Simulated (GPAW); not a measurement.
# ZnO (zincite) (P6_3mc) in GPAW: further runs

The runs below take ZnO (zincite) through equation of state, band structure, with C09-vdW, vdW-DF-cx, r4SCAN, WC.

Everything below comes from runs of GPAW 26.7.0. Logs are shortened: lines on timing, memory, paths and dates and some standing lists are left out, and cuts for length are marked. The log counts tension as positive stress, the text compression.

**Experimental background.**

“Electronic structure of alkaline earth and post-transition metal oxides”, 2009, arxiv:0908.1581 quotes, for a bulk crystal of ZnO: band gap 3.37 eV.

The runs below are set against these values where they give the same quantity.

## Step 1: The structure

It takes space group P6_3mc (No. 186, hexagonal). Conventional cell: a = 3.249 Å, b = 3.249 Å, c = 5.206 Å, α = 90.00°, β = 90.00°, γ = 120.00°. Zn (site symmetry 3m) has 4 O at 1.97 to 1.98 Å as nearest neighbours. Around O (site symmetry 3m) lie 4 Zn at 1.97 to 1.98 Å.

## Step 2: Equation of state, C09-vdW

Contents of run.py:

```python
from ase.eos import EquationOfState
from ase.io import Trajectory, read
from ase.units import GPa
from gpaw import GPAW, PW

atoms = read('POSCAR')

traj = Trajectory('eos.traj', 'w')
volumes, energies = [], []
for x in [0.94, 0.96, 0.98, 1.0, 1.02, 1.04, 1.06]:
    a = atoms.copy()
    a.set_cell(atoms.cell * x**(1 / 3), scale_atoms=True)
    calc = GPAW(mode=PW(800),
                xc={'name': 'C09-vdW', 'backend': 'libvdwxc'},
                kpts={'size': (6, 6, 3), 'gamma': True},
                occupations={'name': 'fermi-dirac', 'width': 0.05},
                nbands=31,
                convergence={'density': 1e-05, 'energy': 1e-05},
                maxiter=150,
                txt=f'eos-{x:.2f}.txt')
    a.calc = calc
    energies.append(a.get_potential_energy(force_consistent=True))
    volumes.append(a.get_volume())
    calc.write(f'eos-{x:.2f}.gpw')
    traj.write(a)
    print(f'{x:.2f} {volumes[-1]:10.4f} A^3 {energies[-1]:14.6f} eV', flush=True)

v0, e0, B = EquationOfState(volumes, energies, eos='birchmurnaghan').fit()
print(f'V0 = {v0:.4f} A^3, E0 = {e0:.6f} eV, B0 = {B / GPa:.2f} GPa')
```

Contents of POSCAR:

```
ZnO
1.0
    3.2493080000      0.0000000000      0.0000000000
   -1.6246540000      2.8139832727      0.0000000000
    0.0000000000      0.0000000000      5.2057090000
Zn O
2 2
Direct
    0.6666666667      0.3333333333      0.0000000000
    0.3333333333      0.6666666667      0.5000000000
    0.3333333333      0.6666666667      0.8790100000
    0.6666666667      0.3333333333      0.3790100000
```

Potentials or basis: GPAW PAW data sets (gpaw-data 1.2.1), pw.

Run with:

```bash
OMP_NUM_THREADS=1 python run.py
```

The program printed:

```text
__  _  _
 | _ |_)|_||  |
 |__||  | ||/\| - 26.7.0

Input parameters:
  mode=PW(ecut=800.0),
  convergence={'density': 1e-05, 'energy': 1e-05},
  kpts=MonkhorstPack(size=(6, 6, 3), gamma=True),
  maxiter=150,
  nbands=31,
  occupations=Occupations(name='fermi-dirac', width=0.05),
  xc=XC(name='C09-vdW', backend='libvdwxc')

Diagonalizing LCAO Hamiltonian
Converting LCAO to pw mode

        O

        Zn
           O

           Zn

Atoms  # Å, Bohr magnetons
|   | symbol |         x |        y |        z |    initial magnetic moments |
|---|--------|-----------|----------|----------|-----------------------------|
| 0 |     Zn |  1.591488 | 0.918846 | 0.000000 | ( 0.0000,  0.0000,  0.0000) |
| 1 |     Zn | -0.000000 | 1.837693 | 2.549720 | ( 0.0000,  0.0000,  0.0000) |
| 2 |      O | -0.000000 | 1.837693 | 4.482459 | ( 0.0000,  0.0000,  0.0000) |
| 3 |      O |  1.591488 | 0.918846 | 1.932739 | ( 0.0000,  0.0000,  0.0000) |

Unit cell  # Å
| periodic |         x |        y |        z |  lengths |     angles |
|----------|-----------|----------|----------|----------|------------|
|      yes |  3.182977 | 0.000000 | 0.000000 | 3.182977 |  90.000000 |
|      yes | -1.591488 | 2.756539 | 0.000000 | 3.182977 |  90.000000 |
|      yes |  0.000000 | 0.000000 | 5.099440 | 5.099440 | 120.000000 |

Number of symmetries: 6
Symmetry operations  # r_c * U_cc + t_c -> r_c
|   | kind |            matrix            |
|---|------|------------------------------|
| 0 |  σ   |  1, 1, 0,  0,-1, 0,  0, 0, 1 |
| 1 |  E   |  1, 0, 0,  0, 1, 0,  0, 0, 1 |
| 2 |  C3  |  0, 1, 0, -1,-1, 0,  0, 0, 1 |
| 3 |  σ   |  0,-1, 0, -1, 0, 0,  0, 0, 1 |
| 4 |  σ   | -1, 0, 0,  1, 1, 0,  0, 0, 1 |
| 5 |  C3  | -1,-1, 0,  1, 0, 0,  0, 0, 1 |

BZ-sampling:
  Number of BZ points: 108
  Number of IBZ points: 17

  Monkhorst-Pack size: [6, 6, 3]
  Monkhorst-Pack shift: [0.08333333333333333, 0.08333333333333333, 0.0]

K-points  # in reciprocal-cell coordinates
|     |                                coordinates |     weight |
|-----|--------------------------------------------|------------|
|   0 | (  0.00000000,   0.00000000,   0.00000000) | 0.00925926 |
|   1 | (  0.00000000,   0.00000000,   0.33333333) | 0.01851852 |
|   2 | (  0.16666667,   0.00000000,  -0.33333333) | 0.05555556 |
|   3 | (  0.16666667,   0.00000000,   0.00000000) | 0.05555556 |
|   4 | (  0.16666667,   0.00000000,   0.33333333) | 0.05555556 |
|   5 | (  0.33333333,  -0.16666667,   0.00000000) | 0.05555556 |
|   6 | (  0.33333333,  -0.16666667,   0.33333333) | 0.11111111 |
|   7 | (  0.33333333,   0.00000000,  -0.33333333) | 0.05555556 |
|   8 | (  0.33333333,   0.00000000,   0.00000000) | 0.05555556 |
|   9 | (  0.33333333,   0.00000000,   0.33333333) | 0.05555556 |
| ... |                                            |            |
|  16 | (  0.50000000,   0.50000000,   0.33333333) | 0.05555556 |

Plane wave coefficients: 2328
Cutoff: 800.0 eV

Spin-components: 1 (collinear spins)
Bands:           31
Projectors:      22
Spin-degeneracy: 2
Datatype:        complex128

Parallelization:
  kpt:    1
  domain: 1
  band:   1

Density:
  Valence electrons: 36.0
  Components: 1
  Grid points: [21 21 35]
  Charge: 0.0  # |e|

Potential:
  Grid points: [21 21 35]

species:
  Zn:
    name:    Zinc
    Z:       30.0
    valence: 12
    core:    18
    charge:  0.0  # [|e|]
    compensation charges:
      type: gauss
      rc: 0.37  # [Å]
      lmax: 2
    cutoffs:
      filter: 2.14  # [Å]
      core: 2.28  # [Å]
    projectors
    | kind |    occ | energy [eV] | rcut [Å] |
    |------|--------|-------------|----------|
    |   4s |  2.000 |      -5.977 |    1.286 |
    |   4p |  0.000 |      -1.117 |    1.270 |
    |   3d | 10.000 |     -10.142 |    1.180 |
    |    s |        |      21.234 |    1.286 |
    |    p |        |      26.095 |    1.270 |
    |    d |        |      17.070 |    1.180 |

    Using partial waves for Zn as LCAO basis

  O:
    name:    Oxygen
    Z:       8.0
    valence: 6
    core:    2
    charge:  0.0  # [|e|]
    compensation charges:
      type: gauss
      rc: 0.21  # [Å]
      lmax: 2
    cutoffs:
      filter: 1.17  # [Å]
      core: 0.83  # [Å]
    projectors
    | kind |    occ | energy [eV] | rcut [Å] |
    |------|--------|-------------|----------|
    |   2s |  2.000 |     -23.961 |    0.688 |
    |   2p |  4.000 |      -9.029 |    0.598 |
    |    s |        |       3.251 |    0.688 |
    |    p |        |      18.182 |    0.598 |
    |    d |        |       0.000 |    0.619 |

    Using partial waves for O as LCAO basis

Reference energy: -101804.357908  # eV

eigensolver:
  PPCG
  Converge bands: occupied
  niter=2

density mixing:
  MSR1-Mixer
  Pratt-step length: 0.05
  Maximum mixing coefficient: 0.75
  Old densities: 10
  SVD Regularization: 0.005
  Good broyden scale: 1.0
  Trust region scale: 1.0
  Backstep threshold: 4.0
  History deletion threshold: 6.0
  Fourier metric: weight=20.0, sigma=0.015

occupation numbers:
  Fermi-Dirac:
    width: 0.0500  # eV

poisson solver:
  ecut: 6400.0  # eV

xc functional:
  name: vdW-C09 with libvdwxc
  Mode: serial
  Semilocal: GGA_X_C09X+LDA_C_PW with 2 nearest neighbor stencil
  Corresponding non-local functional: vdW-DF
  Local blocksize: 42 x 42 x 70
  PAW datasets: PBE

convergence criteria:
- Maximum integral of absolute [dens]ity change: 1e-05 electrons / valence electron
- Maximum [total energy] change in last 3 cyles: 1e-05 eV / valence electron
- Maximum integral of absolute [eigenst]ate change: 4e-08 eV^2 / valence electron
maximum number of iterations: 150

SCF iterations
|iter     | |      energy | eigst |  dens |
|---------|-|-------------|-------|-------|
|iter:   1| |   34.282238 | +0.54 |       |
|iter:   2| |   35.128062 | -1.38 | -1.00 |
|iter:   3| |   37.270251 | -0.28 | -1.05 |
|iter:   4| |   37.272985 | -2.99 | -1.65 |
|iter:   5| |   37.269408 | -2.92 | -1.91 |
|iter:   6| |   37.269479 | -4.42 | -2.93 |
|iter:   7| |   37.269391c| -5.40 | -3.29 |
|iter:   8| |   37.269369c| -5.80 | -3.64 |
|iter:   9| |   37.269370c| -7.18 | -4.36 |
|iter:  10| |   37.269369c| -8.44c| -4.90 |
|iter:  11| |   37.269369c| -8.48c| -5.14c|

Converged in 11 steps
Energy contributions relative to reference atoms: (reference = -101804.357908)

Energy contributions:
  Kinetic:          54.041990
  Coulomb:         -46.688693
  Zero:              0.376543
  External:          0.000000
  Xc:               29.539531
  Entropy:          -0.000003
  Spinorbit:         0.000000
  ----------------------------
  Free energy:      37.269368
  Extrapolated:     37.269369

dipole moment: (0.000000, 0.000001, -7.985309)  # |e|*Ang

Fermi level: 4.977
Eigenvalues  # (at kpt = [0.000, 0.000, 0.000])
| band index |      eig [eV] | occ [0-2] |
|------------|---------------|-----------|
|          0 |       -13.896 |     2.000 |
|        ... |               |           |
|         10 |         0.029 |     2.000 |
|         11 |         0.029 |     2.000 |
|         12 |         0.334 |     2.000 |
|         13 |         3.611 |     2.000 |
|         14 |         3.611 |     2.000 |
|         15 |         4.403 |     2.000 |
|         16 |         4.494 |     2.000 |
|         17 |         4.494 |     2.000 |
|         18 |         5.418 |     0.000 |
|         19 |         9.960 |     0.000 |
|         20 |        12.925 |     0.000 |
|         21 |        17.631 |     0.000 |
|         22 |        17.631 |     0.000 |
|         23 |        18.966 |     0.000 |
|         24 |        19.034 |     0.000 |
|         25 |        19.034 |     0.000 |
|        ... |               |           |
|         30 |        24.630 |     0.000 |

Gap: 0.924 eV
Transition (v -> c):
  (s=0, k=0, n=17, [0.00, 0.00, 0.00]) -> (s=0, k=0, n=18, [0.00, 0.00, 0.00])
No difference between direct/indirect transitions
# Writing to eos-0.94.gpw (mode='')
```

It took 3.4 min on 1 thread of Arm Neoverse V2, shared host; peak memory 0.41 GiB.

Results:

```
Equilibrium volume                        : 12.03 Å³/atom
Bulk modulus at fixed shape and positions : 140 GPa
Pressure derivative of the bulk modulus   : 4.2 (rough: it moves with the points fitted)
```

Energy against volume, from the lowest point:
| volume (Å³/atom) | energy (meV/atom) |
| --- | --- |
| 11.186 | 28.81 |
| 11.424 | 14.14 |
| 11.662 | 4.66 |
| 11.900 | 0.15 |
| 12.138 | 0.00 |
| 12.376 | 3.78 |
| 12.614 | 11.04 |

Caveat: the k mesh is coarse (spacing up to 0.40 Å⁻¹), so the values aren't converged; the cell was scaled at fixed shape and fractional positions, which overstates the stiffness of a crystal with free parameters, most of all of layers and chains; the PAW data sets were made with another functional, which shifts forces and pressure a little.

## Step 3: Equation of state, vdW-DF-cx

run.py, as its differences from that of step 2:

```diff
@@ -13,3 +13,3 @@
     calc = GPAW(mode=PW(800),
-                xc={'name': 'C09-vdW', 'backend': 'libvdwxc'},
+                xc={'name': 'vdW-DF-cx', 'backend': 'libvdwxc'},
                 kpts={'size': (6, 6, 3), 'gamma': True},
```

POSCAR is that of step 2.

Potentials or basis: GPAW PAW data sets (gpaw-data 1.2.1), pw.

Run with:

```bash
OMP_NUM_THREADS=1 python run.py
```

It took 3.4 min on 1 thread of Arm Neoverse V2, shared host; peak memory 0.33 GiB.

The run converged. Its results:

| Property | Result |
| --- | --- |
| Equilibrium volume | 12.13 Å³/atom |
| Bulk modulus at fixed shape and positions | 137 GPa |
| Pressure derivative of the bulk modulus | 4.2 (rough: it moves with the points fitted) |

Energy against volume, from the lowest point:
```tsv
volume (Å³/atom)	energy (meV/atom)
11.186	35.82
11.424	19.33
11.662	8.08
11.900	1.83
12.138	0.00
12.376	2.13
12.614	7.79
```

Caveat: the k mesh is coarse (spacing up to 0.40 Å⁻¹), so the values aren't converged; the cell was scaled at fixed shape and fractional positions, which overstates the stiffness of a crystal with free parameters, most of all of layers and chains; the PAW data sets were made with another functional, which shifts forces and pressure a little.

## Step 4: Band structure, r4SCAN

Contents of run.py:

```python
from ase import Atoms
from ase.dft.bandgap import bandgap
from ase.io import write
from ase.units import GPa
from gpaw import GPAW, PW

atoms = Atoms(['Zn', 'Zn', 'O', 'O'],
              cell=[[3.249308, 0.0, 0.0],
                    [-1.624654, 2.8139832727, 0.0],
                    [0.0, 0.0, 5.205709]],
              scaled_positions=[[0.6666666667, 0.3333333333, 0.0],
                                [0.3333333333, 0.6666666667, 0.5],
                                [0.3333333333, 0.6666666667, 0.87901],
                                [0.6666666667, 0.3333333333, 0.37901]],
              pbc=True)

calc = GPAW(mode=PW(800),
            xc='MGGA_X_R4SCAN+MGGA_C_R2SCAN',
            kpts={'size': (6, 6, 3), 'gamma': True},
            occupations={'name': 'fermi-dirac', 'width': 0.05},
            nbands=31,
            convergence={'density': 1e-05, 'energy': 1e-05},
            maxiter=150,
            txt='gpaw.txt')
atoms.calc = calc
energy = atoms.get_potential_energy()
forces = atoms.get_forces()
stress = atoms.get_stress()
calc.write('gs.gpw')
write('result.traj', atoms)
print(f'Energy: {energy:.6f} eV')
print('Forces (eV/A):')
print(forces.round(4))
print('Stress (GPa):', (stress / GPa).round(3))
print('Fermi level:', round(calc.get_fermi_level(), 4), 'eV')
print(f'Gap: {bandgap(calc)[0]:.4f} eV, direct: {bandgap(calc, direct=True)[0]:.4f} eV')

path = atoms.cell.bandpath('GMKGALHA,LM,KH', npoints=60, eps=1e-4)
bs_calc = calc.fixed_density(kpts=path, symmetry='off', nbands=45,
                             convergence={'bands': 'CBM+6.0', 'eigenstates': 1e-6}, txt='bands.txt')
bs = bs_calc.band_structure()
bs.write('bs.json')
print(f'Gap on the path: {bandgap(bs_calc)[0]:.4f} eV')
```

Run with:

```bash
OMP_NUM_THREADS=1 python run.py
```

Run time: 4.4 min. Hardware: 1 thread of Arm Neoverse V2, shared host; peak memory 0.46 GiB.

Results (log left out):

- Free energy: -39.0140 eV
- Pressure: -2.8 GPa
- Band gap on the k mesh: 1.24 eV, direct
- Band gap along the path: 1.24 eV, direct

Stress tensor (GPa, compression positive):
```
-3.32  0.00  0.00
 0.00 -3.32  0.00
 0.00  0.00 -1.86
```

Levels at the corners of the path, in eV from the valence-band top:
```csv
point,band 14,band 15,band 16,band 17,band 18,band 19,band 20
Γ,-0.83,-0.83,-0.05,0.00,0.00,1.24,5.82
M,-3.55,-2.84,-2.33,-1.27,-0.85,6.38,7.35
K,-3.54,-3.54,-1.92,-1.92,-1.73,8.14,8.38
Γ,-0.83,-0.83,-0.05,0.00,0.00,1.24,5.82
A,-2.20,-0.41,-0.41,-0.41,-0.41,3.94,3.94
L,-3.76,-1.54,-1.54,-1.37,-1.36,6.25,6.25
H,-3.71,-2.71,-2.71,-1.24,-1.24,8.51,8.51
A,-2.20,-0.41,-0.41,-0.41,-0.41,3.94,3.94
L,-3.76,-1.54,-1.54,-1.37,-1.36,6.25,6.25
M,-3.55,-2.84,-2.33,-1.27,-0.85,6.38,7.35
K,-3.54,-3.54,-1.92,-1.92,-1.73,8.14,8.38
H,-3.71,-2.71,-2.71,-1.24,-1.24,8.51,8.51
```

Caveat: the k mesh is coarse; the forces don't sum to zero, a sign of grid noise; the PAW data sets were made with another functional, which shifts forces and pressure a little.

(Part 1 of 2 ends here.)
